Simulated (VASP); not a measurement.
# Ge (I4/mmm) in VASP: single point with PBE

Aim: the single point of Ge with PBE.

Everything below comes from runs of VASP 6.6.1. Logs are shortened: lines on timing, memory, paths and dates and some standing lists are left out, and cuts for length are marked.

**1. The cell of the first run**

Symmetry: I4/mmm, No. 139, tetragonal system. The conventional cell has a = 2.951 Å, b = 2.951 Å, c = 4.485 Å, α = 90.00°, β = 90.00°, γ = 90.00°. Ge (site symmetry 4/mmm) is surrounded by 12 Ge at 2.95 to 3.06 Å.

The cell was built by a generator and needn't be a form met in nature.

**2. Single point, PBE (random cell by space group and Wyckoff sites (P4/nmm, No. 129))**

Input file INCAR:

```
  PREC = Accurate
  ENCUT = 520
  EDIFF = 1E-6
  ISMEAR = 0
  SIGMA = 0.1
  LREAL = False
  LASPH = True
  NELM = 100
  ALGO = Fast
  ISIF = 2
  LWAVE = False
  LCHARG = True
  GGA = PE
  LELF = True
  LVHAR = True
  NBANDS = 13
```

Input file KPOINTS:

```
regular mesh
0
Gamma
  26 26 26
```

Input file POSCAR:

```
Ge
1.0
   -1.4754379291      1.4754379291      2.2423524406
    1.4754379291     -1.4754379291      2.2423524406
    1.4754379291      1.4754379291     -2.2423524406
Ge
1
Direct
    0.0000000000      0.0000000000      0.0000000000
```

Potentials or basis: VASP PAW PBE potentials, release 64 (Ge_d).

Command:

```console
$ cat potpaw_PBE.64/Ge_d/POTCAR > POTCAR
$ mpirun -np 1 vasp_std > vasp.out
```

OUTCAR:

```text
PREC = Accurate
   ENCUT = 520
   EDIFF = 1E-6
   ISMEAR = 0
   LREAL = False
   LASPH = True
   NELM = 100
   ISIF = 2
   GGA = PE

 ion  position               nearest neighbor table
   1  0.000  0.000  0.000-

  LATTYP: Found a body centered tetragonal cell.
 ALAT       =     2.9508758582
 C/A-ratio  =     1.5197877162

  Lattice vectors:

 A1 = (  -1.4754379291,   1.4754379291,   2.2423524406)
 A2 = (   1.4754379291,  -1.4754379291,   2.2423524406)
 A3 = (   1.4754379291,   1.4754379291,  -2.2423524406)

Analysis of symmetry for initial positions (statically):
=====================================================================
 Subroutine PRICEL returns:
 Original cell was already a primitive cell.

 Routine SETGRP: Setting up the symmetry group for a
 body centered tetragonal supercell.

 Subroutine GETGRP returns: Found 16 space group operations
 (whereof 16 operations were pure point group operations)
 out of a pool of 16 trial point group operations.

The static configuration has the point symmetry D_4h.

Analysis of symmetry for dynamics (positions and initial velocities):
=====================================================================
 Subroutine PRICEL returns:
 Original cell was already a primitive cell.

 Routine SETGRP: Setting up the symmetry group for a
 body centered tetragonal supercell.

 Subroutine GETGRP returns: Found 16 space group operations
 (whereof 16 operations were pure point group operations)
 out of a pool of 16 trial point group operations.

The dynamic configuration has the point symmetry D_4h.

 Subroutine INISYM returns: Found 16 space group operations
 (whereof 16 operations are pure point group operations),
 and found     1 'primitive' translations

----------------------------------------------------------------------------------------

                                     Primitive cell

  volume of cell :      19.5257

  direct lattice vectors                    reciprocal lattice vectors
    -1.475437929  1.475437929  2.242352441     0.000000000  0.338882436  0.222980113
     1.475437929 -1.475437929  2.242352441     0.338882436  0.000000000  0.222980113
     1.475437929  1.475437929 -2.242352441     0.338882436  0.338882436  0.000000000

  length of vectors
     3.063001572  3.063001572  3.063001572     0.405661726  0.405661726  0.479252137

  position of ions in fractional coordinates (direct lattice)
     0.000000000  0.000000000  0.000000000

  ion indices of the primitive-cell ions
   primitive index   ion index
                 1           1

----------------------------------------------------------------------------------------

 KPOINTS: regular mesh

Automatic generation of k-mesh.
 Grid dimensions read from file:
 generate k-points for:   26   26   26

 Generating k-lattice:

  Cartesian coordinates                     Fractional coordinates (reciprocal lattice)
     0.000000000  0.013033940  0.008576158     0.038461538 -0.000000000  0.000000000
     0.013033940  0.000000000  0.008576158    -0.000000000  0.038461538  0.000000000
     0.013033940  0.013033940  0.000000000     0.000000000  0.000000000  0.038461538

  Length of vectors
     0.015602374  0.015602374  0.018432775

  Shift w.r.t. Gamma in fractional coordinates (k-lattice)
     0.000000000  0.000000000  0.000000000

 Subroutine IBZKPT returns following result:
 ===========================================

 Found   1330 irreducible k-points:

 Following reciprocal coordinates:
            Coordinates               Weight
  0.000000  0.000000  0.000000      1.000000
  0.038462  0.000000 -0.000000      8.000000
  0.076923  0.000000 -0.000000      8.000000
  0.115385  0.000000 -0.000000      8.000000
  0.153846  0.000000 -0.000000      8.000000
  0.192308  0.000000 -0.000000      8.000000
[... 16 lines left out ...]
  0.346154  0.038462 -0.000000     16.000000
  0.384615  0.038462 -0.000000     16.000000
 [... further k-points ...]
   k-points           NKPTS =   1330   k-points in BZ     NKDIM =   1330   number of bands    NBANDS=     13
   number of dos      NEDOS =    301   number of ions     NIONS =      1
   total plane-waves  NPLWV =  13824
   dimension x,y,z NGX =    24 NGY =   24 NGZ =   24
   dimension x,y,z NGXF=    48 NGYF=   48 NGZF=   48
   ions per type =               1
   NGX,Y,Z   is equivalent  to a cutoff of  13.03, 13.03, 13.03 a.u.
   NGXF,Y,Z  is equivalent  to a cutoff of  26.05, 26.05, 26.05 a.u.
 SYSTEM =  unknown system
   PREC   = accura    normal or accurate (medium, high low for compatibility)
   ISTART =      0    job   : 0-new  1-cont  2-samecut
   ICHARG =      2    charge: 1-file 2-atom 10-const
   ISPIN  =      1    spin polarized calculation?
   LNONCOLLINEAR =      F non collinear calculations
   LSORBIT =      F    spin-orbit coupling
   LASPH  =      T    aspherical Exc in radial PAW
   ENCUT  =  520.0 eV  38.22 Ry    6.18 a.u.   5.70  5.70  5.70*2*pi/ulx,y,z
   NELM   =    100;   NELMIN=  2; NELMDL= -5     # of ELM steps
   EDIFF  = 0.1E-05   stopping-criterion for ELM
   LREAL  =      F    real-space projection
   EDIFFG = 0.1E-04   stopping-criterion for IOM
   NSW    =      0    number of steps for IOM
   IBRION =     -1    ionic relax: 0-MD 1-quasi-New 2-CG
   NFREE  =      0    steps in history (QN), initial steepest desc. (CG)
   ISIF   =      2    stress and relaxation
   ISYM   =      2    0-nonsym 1-usesym 2-fastsym
   POTIM  = 0.5000    time-step for ionic-motion
   TEBEG  =    0.0;   TEEND  =   0.0 temperature during run
   PSTRESS=    0.0 pullay stress
   NELECT =      14.0000    total number of electrons
   NUPDOWN=      -1.0000    fix difference up-down
   EMIN   =  10.00;   EMAX   =-10.00  energy-range for DOS
   EFERMI =   0.00;   METHOD = LEGACY
   ISMEAR =     0;   SIGMA  =   0.10  broadening in eV -4-tet -1-fermi 0-gaus
   EFERMI_NEDOS =   21; number of points for ismear=-14 and -15
   IALGO  =     68    algorithm
   IMIX   =      4    mixing-type and parameters
     AMIX     =   0.40;   BMIX     =  1.00
     AMIX_MAG =   1.60;   BMIX_MAG =  1.00
  volume/ion in A,a.u.               =      19.53       131.77
  Fermi-wavevector in a.u.,A,eV,Ry     =   1.465263  2.768946 29.211651  2.146996
  Thomas-Fermi vector in A             =   2.581141
   LORBIT       =      0    0 simple, 1 ext, 2 COOP (PROOUT), +10 PAW based schemes
   GGA     = PE    functional components
   LHFCALC =     F    Hartree Fock is set to
   AEXX    =    0.0000 exact exchange contribution
   IVDW    =     0    specifies the selected vdW correction
   LEPSILON=     F    determine dielectric tensor
   LRPA    =     F    only Hartree local field effects (RPA)
 non-spin polarized calculation
 RMM-DIIS sequential band-by-band and
 Gauss-broadening in eV      SIGMA  =   0.10
  energy-cutoff  :      520.00
  volume of cell :       19.53
 maximum number of plane-waves:       549
   NGX = 11   NGY = 11   NGZ = 11

 number of electron      14.0000010 magnetization

 Free energy of the ion-electron system (eV)
  ---------------------------------------------------
  ext. energy  EPLUGINS =         0.00000000
  ---------------------------------------------------
  free energy    TOTEN  =        -4.18938298 eV

  energy without entropy =       -4.18709692  energy(sigma->0) =       -4.18823995

 E-fermi :   6.5023     XC(G=0): -11.1259

 val. band max:        6.4922910292   @ k =   0.2692   0.2308   0.0385
 cond. band min:       6.5124392474   @ k =  -0.4615   0.5000   0.1538
 fundamental gap:      0.0201482181
 Fermi energy:         6.5023250187

 k-point     1 :       0.0000    0.0000    0.0000
  band No.  band energies     occupation
      1     -18.3035      2.00000
      2     -18.2787      2.00000
      3     -18.2787      2.00000
      4     -18.2612      2.00000
      5     -18.2257      2.00000
      6      -6.4579      2.00000
      7      15.0664      0.00000
      8      15.1093      0.00000
      9      15.1093      0.00000
     10      19.9567      0.00000
     11      20.5435      0.00000
     12      20.5435      0.00000
     13      21.4483      0.00000

 k-point     2 :       0.0385    0.0000   -0.0000
  band No.  band energies     occupation
      1     -18.3028      2.00000
      2     -18.2787      2.00000
      3     -18.2781      2.00000
      4     -18.2611      2.00000
      5     -18.2259      2.00000
      6      -6.4219      2.00000
      7      14.7105      0.00000
      8      15.0026      0.00000
      9      15.0708      0.00000
     10      19.8783      0.00000
     11      20.3117      0.00000
     12      20.6343      0.00000
     13      22.1715      0.00000

 k-point     3 :       0.0769    0.0000   -0.0000
  band No.  band energies     occupation
      1     -18.3007      2.00000
      2     -18.2785      2.00000
      3     -18.2762      2.00000
      4     -18.2605      2.00000
      5     -18.2265      2.00000
      6      -6.3140      2.00000
      7      13.7354      0.00000
      8      14.7930      0.00000
      9      14.9643      0.00000
     10      19.4876      0.00000
     11      20.5064      0.00000
     12      20.8928      0.00000
     13      23.1545      0.00000

 k-point     4 :       0.1154    0.0000   -0.0000
  band No.  band energies     occupation
      1     -18.2978      2.00000
      2     -18.2786      2.00000
      3     -18.2734      2.00000
      4     -18.2587      2.00000
      5     -18.2273      2.00000
      6      -6.1341      2.00000
      7      12.4655      0.00000
      8      14.4988      0.00000
      9      14.8120      0.00000
     10      19.1220      0.00000
     11      20.7728      0.00000
     12      21.2772      0.00000
     13      23.0236      0.00000

 k-point     5 :       0.1538    0.0000   -0.0000
  band No.  band energies     occupation
      1     -18.2949      2.00000
      2     -18.2794      2.00000
      3     -18.2702      2.00000
      4     -18.2550      2.00000
      5     -18.2279      2.00000
      6      -5.8825      2.00000
      7      11.0839      0.00000
      8      14.1650      0.00000
      9      14.6386      0.00000
     10      18.8132      0.00000
     11      20.7628      0.00000
     12      21.7074      0.00000
     13      23.0436      0.00000
[... 257 lines left out ...]
 k-point    22 :       0.3077    0.0385   -0.0000
  band No.  band energies     occupation
      1     -18.2907      2.00000
      2     -18.2865      2.00000
      3     -18.2652      2.00000
      4     -18.2228      2.00000
      5     -18.2156      2.00000
      6      -3.9676      2.00000
      7       5.3144      2.00000
      8      12.7647      0.00000
      9      13.7104      0.00000
     10      17.9421      0.00000
     11      19.1253      0.00000
     12      20.6388      0.00000
     13      23.1134      0.00000

 k-point    23 :       0.3462    0.0385   -0.0000
  band No.  band energies     occupation
      1     -18.2921      2.00000
      2     -18.2872      2.00000
      3     -18.2667      2.00000
      4     -18.2149      2.00000
      5     -18.2106      2.00000
      6      -3.3591      2.00000
      7       4.1203      2.00000
      8      12.5852      0.00000
      9      13.5923      0.00000
     10      17.7260      0.00000
     11      19.0409      0.00000
     12      20.2008      0.00000
     13      22.6188      0.00000

 k-point    24 :       0.3846    0.0385   -0.0000
  band No.  band energies     occupation
      1     -18.2938      2.00000
      2     -18.2874      2.00000
      3     -18.2682      2.00000
      4     -18.2097      2.00000
      5     -18.2048      2.00000
      6      -2.7054      2.00000
      7       3.0174      2.00000
      8      12.4326      0.00000
      9      13.5224      0.00000
     10      17.5520      0.00000
     11      19.0154      0.00000
     12      19.8667      0.00000
     13      22.1683      0.00000

 [... further k-points ...]
[... 5 lines left out ...]
  --------------------------------------------------------------------------------------
  -------------------------------------------------------------------------------------
  Total        0.0044225      0.0044225      0.0065821      0.0000000      0.0000000      0.0000000
  in kB        0.3628908      0.3628908      0.5400909      0.0000000      0.0000000      0.0000000
  external PRESSURE =       0.4219575 kB  Pullay stress =       0.0000000 kB

 VOLUME and BASIS-vectors are now :
 -----------------------------------------------------------------------------
  energy-cutoff  :      520.00
  volume of cell :       19.53
      direct lattice vectors                 reciprocal lattice vectors
    -1.475437929  1.475437929  2.242352441     0.000000000  0.338882436  0.222980113
     1.475437929 -1.475437929  2.242352441     0.338882436  0.000000000  0.222980113
     1.475437929  1.475437929 -2.242352441     0.338882436  0.338882436  0.000000000

 POSITION                                       TOTAL-FORCE (eV/Angst)
 -----------------------------------------------------------------------------------
      0.00000      0.00000      0.00000        -0.000000     -0.000000      0.000000
 -----------------------------------------------------------------------------------
    total drift:                               -0.000000      0.000000      0.000000

  FREE ENERGIE OF THE ION-ELECTRON SYSTEM (eV)
  ---------------------------------------------------
  free  energy   TOTEN  =        -4.1893829820 eV

  energy  without entropy=       -4.1870969163  energy(sigma->0) =       -4.18823995
```

It took 2.1 min on 1 thread of Intel Xeon Platinum 8488C (Sapphire Rapids), shared host; peak memory 0.4 GiB.

Results:

* Free energy: -4.1894 eV
* Pressure: 0.0 GPa
* Band gap on the k mesh: none (metal or under the smearing width)

Levels at points of the mesh, in eV from the Fermi level:
```
           k point  band 4  band 5  band 6  band 7  band 8  band 9  band 10  band 11
(0.00, 0.00, 0.00)  -24.76  -24.73  -12.96    8.56    8.61    8.61    13.45    14.04
(0.50, 0.00, 0.00)  -24.71  -24.70   -7.88   -5.39    5.82    7.32    10.77    12.86
(0.50, 0.50, 0.00)  -24.70  -24.67   -5.25   -3.92    1.89    2.51     5.86     6.39
(0.50, 0.50, 0.50)  -24.70  -24.70   -6.50   -4.64    3.28    3.28     7.15     7.20
```
